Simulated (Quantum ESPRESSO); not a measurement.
## C under changes of volume

One of the cells (5.672 Å³/atom); the others are scaled copies at fixed shape and fractional positions:

```xyz
12
Lattice="2.5221 0.0000 0.0000 -1.2611 2.1842 0.0000 0.0000 0.0000 12.3557" Properties=species:S:1:pos:R:3 pbc="T T T"
C     1.2611    0.7281    4.3760
C     0.0000    1.4561   10.5539
C     1.2611    0.7281    1.8018
C     0.0000    1.4561    7.9797
C     1.2611    0.7281    5.9205
C     0.0000    1.4561   12.0983
C     1.2611    0.7281    0.2574
C     0.0000    1.4561    6.4352
C     0.0000    0.0000   10.0390
C     0.0000    0.0000    3.8612
C     0.0000    0.0000    8.4945
C     0.0000    0.0000    2.3167
```

This is a hexagonal form of diamond, not graphite.

```yaml
Program: Quantum ESPRESSO 7.5
Functional: PBEsol
Potentials_or_basis: GBRV 1.5 PBEsol
Cutoff: 612 eV
Density_cutoff: 4898 eV
k_mesh: 12 × 12 × 3
Occupations: fermi-dirac, width 0.05 eV
Spin: no spin polarisation
```

| volume (Å³/atom) | energy over the lowest point (meV/atom) | pressure (GPa) | gap on the mesh (eV) |
| --- | --- | --- | --- |
| 5.332 | 21.92 | 25.7 | 4.42 |
| 5.445 | 7.40 | 14.7 | 4.37 |
| 5.559 | 0.32 | 4.7 | 4.32 |
| 5.672 | 0.00 | -4.4 | 4.27 |
| 5.786 | 5.82 | -12.6 | 4.22 |
| 5.899 | 17.27 | -20.2 | 4.17 |
| 6.012 | ? | ? | ? |

Problem. What does the run at 6.012 Å³/atom give?

Solution. Energy over the lowest point 33.80 meV/atom; pressure -27.1 GPa; gap on the mesh 4.11 eV.

Worked out: A Birch-Murnaghan fit of order 3 (a polynomial in V^(-2/3)) to the other rows has its minimum at 5.62 Å³/atom with B0 = V·E''(V) = 450 GPa and B' = 3.7 at fixed shape and positions, which overstates the stiffness. It gives 33.73 meV/atom at 6.012 Å³/atom, against the run's 33.80, and -dE/dV = -26.7 GPa, against -27.1. A straight line through the other rows of the gap, of slope -2.47 eV per unit of ln V, extrapolates to 4.12 eV, against the run's 4.11.

Energies are extrapolated to zero smearing.

Caveats: an odd mesh through Γ misses points on the zone boundary, where band edges often lie.
